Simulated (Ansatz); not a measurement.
# A series in volume per atom on ZnCu

Results calculated with Ansatz 0.2.0, not measured. Periodic Kohn-Sham DFT of a crystal at fixed atoms; pressure and stress are positive in compression; the energy is the free energy less that of spherical unpolarised free atoms; site moments are those in the method's own spheres, positive along +z.

Cell of the first row (space group Pm-3m, No. 221):
```
ZnCu
1.0
      2.8854     0.0000     0.0000
      0.0000     2.8854     0.0000
      0.0000     0.0000     2.8854
Zn Cu
1 1
Direct
  0.50000 0.50000 0.50000
  0.00000 0.00000 0.00000
```

Settings of every row: method frozen-core PAW; functional PBE; relativity scalar; k mesh 14x14x14; filling fermi-dirac; smearing width 0.05 eV; wave cutoff 420 eV; paw set soft_2.

Atom start moment: 0 on all atoms.

```csv
row,volume per atom (Å³),pressure (GPa)
1,12.011,?
2,12.516,4.939
3,12.771,2.257
4,13.026,-0.127
5,13.537,-4.129
```

Question: what pressure should row 1 give?

Worked fit of pressure. Take u = (V_r/V)^(2/3) − 1 with V_r = 12.899 Å³ an atom, which is twice the finite (Eulerian) strain; such expansions in the strain, on which the Birch-Murnaghan equation of state is built, carry the rest volume and the bulk modulus. The shown rows have u = 0.0203, 0.00667, -0.00651, -0.03167. Least squares give pressure = 1.0257 + 181.029 × u + 577.06 × u² GPa; a straight line predicts inner rows, each left out in turn, worse (root mean square 0.24 against 0.0036 GPa). The rows lie off it by 0.001, -0.002, 0.001, 0.000. The pressure vanishes at u = -0.0058, or V = 13.01 Å³ an atom, and there the bulk modulus at fixed shape and fractions is B = −V dP/dV = (2/3)(1 + u) dP/du = 116 GPa. The withheld row has u = 0.0487, so the fit gives 1.0257 + 181.029 × (0.0487) + 577.06 × (0.0487)² = 11.210 GPa.

The calculation gave 11.259 GPa. The fit lies 0.049 GPa (0.32 % of the column's range) below it; its largest miss of a shown row is 0.002 GPa. This row lies beyond the range of the fit.
